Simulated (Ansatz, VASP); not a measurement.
**Rh: VASP beside Ansatz**

```
Rh
1.0
     0.00000    1.91606    1.91606
     1.91606    0.00000    1.91606
     1.91606    1.91606    0.00000
Rh
1
Direct
  0.00000 0.00000 0.00000
```

Alike in both runs: task single point; functional PBE; k mesh 14 × 14 × 14; occupations methfessel-paxton of order 1, width 0.2 eV; no spin polarisation.

```csv
,VASP,Ansatz
version,VASP 6.6.1,Ansatz 0.2.0
potentials or method,"VASP PAW PBE potentials, release 64 (Rh_pv)","plane waves (420 eV) with PAW, scalar-relativistic"
plane-wave cutoff (eV),520,420
valence electrons in the cell,15,17
```

VASP gave:

| Property | Result |
| --- | --- |
| pressure (GPa) | -0.4 |

**Question.** Estimate Ansatz's values.

**Answer.** Pressure (GPa): -0.5.

The two sets of potentials don't hold the same shells in valence.
